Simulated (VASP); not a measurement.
Crystal: Te2Pt (Moncheite).

```
Te Pt
1.0
     4.05060    0.00000    0.00000
    -2.02530    3.50792    0.00000
     0.00000    0.00000    5.07845
Te Pt
2 1
Cartesian
  0.0000 2.3386 1.3597
  2.0253 1.1693 3.7188
  0.0000 0.0000 5.0784
```

Base run:

| Quantity | Value |
| --- | --- |
| Program | VASP 6.6.1 |
| Functional | PBE |
| Potentials or basis | VASP PAW PBE potentials, release 64 (Te, Pt) |
| Cutoff | 520 eV |
| k mesh | 12 × 12 × 7 |
| Occupations | methfessel-paxton, width 0.1 eV |
| Spin | no spin polarisation |

Its results: pressure 3.8 GPa; largest force 0.023 eV/Å.

Q: After a change of settings the same cell gave: pressure 2.2 GPa; largest force 0.189 eV/Å. Which change was it?
A. k mesh from 12 × 12 × 7 to 6 × 6 × 4; spin from no spin polarisation to spin-orbit coupling, no magnetisation
B. functional from PBE to LDA; potentials or basis from VASP PAW PBE potentials, release 64 (Te, Pt) to VASP PAW LDA potentials, release 64 (Te, Pt)
C. functional from PBE to r2SCAN

A: C.

Caveats: the PAW data sets were made with another functional, which shifts forces and pressure a little (some runs).
